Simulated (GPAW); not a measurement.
# Dielectric function and optical constants of NaH, part 2 of 2

Wanted: where NaH starts to absorb, how strongly, and its refractive index.

GPAW 26.7.0; DFT, PBE, plane-wave PAW (GPAW data sets), scalar-relativistic, RPA, optical limit.

So far. Step 2 (Ground state): There is a gap, 3.72 eV on this mesh (points off the mesh can give less), so no carriers' term is needed.

### Step 4. Dielectric function, RPA (continued)

Values under the direct gap are tails of Lorentzian lines. The Im ε, E ∥ x by photon energy; read off at these points:

```tsv
photon energy (eV)	Im ε, E ∥ x
0.00	0
0.50	0.0100
1.00	0.0210
1.50	0.0343
2.00	0.0520
2.50	0.0777
3.00	0.120
3.50	0.200
4.00	0.401
4.50	1.37
5.00	4.57
5.50	6.91
5.56	7.01
6.00	4.61
6.50	3.25
7.00	1.92
7.50	2.08
8.00	1.15
8.50	0.941
9.00	0.962
9.50	0.746
10.00	0.578
10.50	0.656
11.00	0.507
11.50	0.470
12.00	0.480
12.50	0.290
13.00	0.386
13.50	0.229
14.00	0.343
14.50	0.232
15.00	0.233
15.50	0.208
16.00	0.129
16.50	0.131
17.00	0.140
17.50	0.118
18.00	0.0949
18.50	0.0771
19.00	0.0673
19.50	0.0747
20.00	0.0672
20.50	0.0869
21.00	0.112
21.50	0.139
```

Table of Re ε, E ∥ x by photon energy:

photon energy (eV), Re ε, E ∥ x and a bar from the least value:
```
        0       2.80 ################
        1       2.85 ################
        2       3.03 #################
        3       3.43 ###################
        4       4.48 ########################
        5       5.80 ##############################
        6      -0.14 ##
        7      -0.59 
        8      -0.19 ##
        9       0.03 ###
       10       0.22 ####
       11       0.28 ####
       12       0.39 #####
       13       0.53 #####
       14       0.64 ######
       15       0.62 ######
       16       0.64 ######
       17       0.71 ######
       18       0.74 ######
       19       0.82 #######
       20       0.87 #######
       21       0.91 #######
```

The reflectivity at normal incidence, E ∥ x has structure finer than the step of the table below, so its rows give means over 0.5 eV, whole bins alone (the curve runs from 0 to 21.9 eV). Peaks (eV: height): 5.71: 33.1, 6.82: 33.7, 7.73: 31.9.

The reflectivity at normal incidence, E ∥ x by photon energy; means over each step:

photon energy (eV), reflectivity at normal incidence, E ∥ x (%) and a bar:
```
      0.5        6.4 ######
      1.0        6.6 ######
      1.5        6.9 ######
      2.0        7.3 #######
      2.5        8.0 #######
      3.0        8.9 ########
      3.5       10.5 ##########
      4.0       13.0 ############
      4.5       18.1 #################
      5.0       23.8 #######################
      5.5       30.1 #############################
      6.0       31.4 ##############################
      6.5       28.8 ############################
      7.0       28.0 ###########################
      7.5       26.0 #########################
      8.0       23.9 #######################
      8.5       18.6 ##################
      9.0       15.9 ###############
      9.5       14.2 #############
     10.0       10.5 ##########
     10.5        9.1 #########
     11.0        8.4 ########
     11.5        5.9 ######
     12.0        6.3 ######
     12.5        4.0 ####
     13.0        3.6 ###
     13.5        2.9 ###
     14.0        2.3 ##
     14.5        2.3 ##
     15.0        1.8 ##
     15.5        1.9 ##
     16.0        1.4 #
     16.5        0.9 #
     17.0        0.9 #
     17.5        0.7 #
     18.0        0.6 
     18.5        0.4 
     19.0        0.3 
     19.5        0.3 
     20.0        0.2 
     20.5        0.2 
     21.0        0.2 
     21.5        0.3
```

The loss function −Im 1/ε at q → 0, E ∥ x has structure finer than the step of the table below, so its rows give means over 0.5 eV, whole bins alone (the curve runs from 0 to 21.9 eV). Peaks (eV: height): 9.96: 1.51, 11.03: 1.54, 12.18: 1.43, 13.17: 1.01, 14.22: 0.814.

Values under the direct gap are tails of Lorentzian lines. Loss function −Im 1/ε at q → 0, E ∥ x against energy loss; means over each step:

energy loss (eV), loss function −Im 1/ε at q → 0, E ∥ x and a bar:
```
      0.5       0.00 
      1.0       0.00 
      1.5       0.00 
      2.0       0.01 
      2.5       0.01 
      3.0       0.01 
      3.5       0.01 
      4.0       0.02 
      4.5       0.04 #
      5.0       0.08 ##
      5.5       0.13 ###
      6.0       0.22 #####
      6.5       0.30 ######
      7.0       0.45 ##########
      7.5       0.49 ##########
      8.0       0.78 #################
      8.5       0.99 #####################
      9.0       1.06 #######################
      9.5       1.29 ############################
     10.0       1.39 ##############################
     10.5       1.27 ###########################
     11.0       1.41 ##############################
     11.5       1.19 #########################
     12.0       1.26 ###########################
     12.5       0.93 ####################
     13.0       0.90 ###################
     13.5       0.72 ###############
     14.0       0.66 ##############
     14.5       0.61 #############
     15.0       0.52 ###########
     15.5       0.50 ###########
     16.0       0.32 #######
     16.5       0.26 #####
     17.0       0.26 ######
     17.5       0.21 #####
     18.0       0.17 ####
     18.5       0.13 ###
     19.0       0.11 ##
     19.5       0.11 ##
     20.0       0.09 ##
     20.5       0.11 ##
     21.0       0.14 ###
     21.5       0.18 ####
```

Table of refractive index n and extinction k by photon energy:

```tsv
photon energy (eV)	n	k
0	1.67	0
1	1.69	0.00623
2	1.74	0.0149
3	1.85	0.0323
4	2.12	0.0946
5	2.57	0.891
6	1.50	1.54
7	0.842	1.14
8	0.697	0.823
9	0.706	0.681
10	0.650	0.444
11	0.654	0.387
12	0.710	0.338
13	0.771	0.251
14	0.827	0.207
15	0.803	0.145
16	0.802	0.0805
17	0.845	0.0826
18	0.863	0.0550
19	0.904	0.0372
20	0.934	0.0360
21	0.955	0.0588
```

From ε follow the optical constants at some laser and lamp lines:

```tsv
wavelength (nm)	n	k	R (%)	1/α
1550	1.68	0.005	6.5	25 µm
1064	1.69	0.007	6.7	11 µm
532	1.77	0.019	7.7	2.2 µm
405	1.86	0.034	9.1	947 nm
365	1.93	0.046	10.0	629 nm
308	2.13	0.098	13.1	249 nm
248	2.57	0.890	24.0	22 nm
```

Below the direct gap, k and the depth come from the tails of the Lorentzian lines, not from transitions.

Rows near the edge hang on the gap, which this functional as a rule makes too small, and phonon-assisted absorption is left out.

### Step 5. Outcome

| Quantity | Value |
| --- | --- |
| electronic dielectric constant ε∞, mean over x, y and z (by symmetry where fewer were run) (RPA) | 2.80 |
| main peak of Im epsilon, first axis | 5.55 eV |
| centre of weight of the strongest loss peak in the window, first axis | 10.6 eV |

**Reading.** At this level (PBE, RPA) NaH has ε∞ = 2.80 and n = 1.68 at 1550 nm, and Im ε peaks at 5.6 eV. On the mesh the gap is 3.72 eV and the least direct gap 4.56 eV, so on this mesh the band edges lie at different points. Local fields change the static value along x from 3.11 to 2.80 (-10 %). Excitons and phonon-assisted transitions are missing; PBE gaps are as a rule too small, which pulls the onset down and ε∞ up. The sum runs over mesh points, so small or evenly spaced maxima can still be ripples of the mesh.

[Machine, clock and banner lines and Python warnings are left out of the logs.]

[Logs are printed without paths, hosts, clocks, repeated set-up lines and the standing remarks that a program may print on its own settings, such as how far it seeks lower states.]

[Hosts, paths, dates, database ids (printed as entryN), source tags and the programs' standing remarks are cut or masked in the printed files.]
